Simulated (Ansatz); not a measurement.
**Sb: frozen-core PAW against all-electron methods**

```
Sb
1.0
    -1.46515    1.51475    2.48000
     1.51475   -1.46515    2.48000
     1.49525    1.49525   -2.44990
Sb
1
Direct
  0.00000 0.00000 0.00000
```

The cell comes from COD entry 9013010, which wasn't checked; take it as a given geometry. The listed cell was then made from it by scaling, straining or moving an atom.

Spin–orbit coupling is left out, though it moves levels of the heavy atoms by tenths of an eV or more.

Methods: DFT, PBE, PAW with Ansatz's default frozen-core files, scalar-relativistic (Ansatz 0.2.0); DFT, PBE, all-electron PAW with datasets made for the crystal, scalar-relativistic (Ansatz 0.2.0); DFT, PBE, all-electron LAPW, scalar-relativistic (Ansatz 0.2.0).

For PAW: a Γ-centred 19×19×19 k mesh, Fermi–Dirac smearing of 0.05 eV, cutoff 420 eV, no spin polarisation. The crystal-made all-electron datasets (AE datasets) take a cutoff of 180 eV at this cell. LAPW targets a basis error of 0.25 meV/atom. The Ansatz runs share mesh, smearing and spin set-up. Plane-wave (PAW) pressures include the program's estimate of the Pulay term.

Stress and pressure are positive in compression.

The change that made this cell: equal xy, yz and zx engineering shear strains of +2 %.

Spin–orbit coupling is left out, which moves gradients at and beside heavy atoms by some per cent and at worst by a factor of two.

In a metal, gradients converge slowly with the k mesh: the values move by tens of per cent from one mesh to another, at times in sign, so only the comparison on one mesh counts.

```json
{"quantity": "pressure (GPa)", "PAW": "19.35", "AE datasets": "19.35", "LAPW": "19.35"}
{"quantity": "stress xx (GPa)", "PAW": "19.87", "AE datasets": "19.87", "LAPW": "19.87"}
{"quantity": "stress zz (GPa)", "PAW": "18.32", "AE datasets": "18.32", "LAPW": "18.32"}
{"quantity": "stress yz (GPa)", "PAW": "0.09", "AE datasets": "0.08", "LAPW": "0.08"}
{"quantity": "stress xz (GPa)", "PAW": "0.09", "AE datasets": "0.08", "LAPW": "0.08"}
{"quantity": "stress xy (GPa)", "PAW": "0.76", "AE datasets": "0.76", "LAPW": "0.76"}
{"quantity": "field gradient Vzz at Sb (10²¹ V/m²)", "PAW": "?", "AE datasets": "?", "LAPW": "–"}
```

(1) What belongs in the row "field gradient Vzz at Sb (10²¹ V/m²)", column "PAW"?

(2) What belongs in the row "field gradient Vzz at Sb (10²¹ V/m²)", column "AE datasets"?

Answers

(1) 3.48.

(2) 3.58.
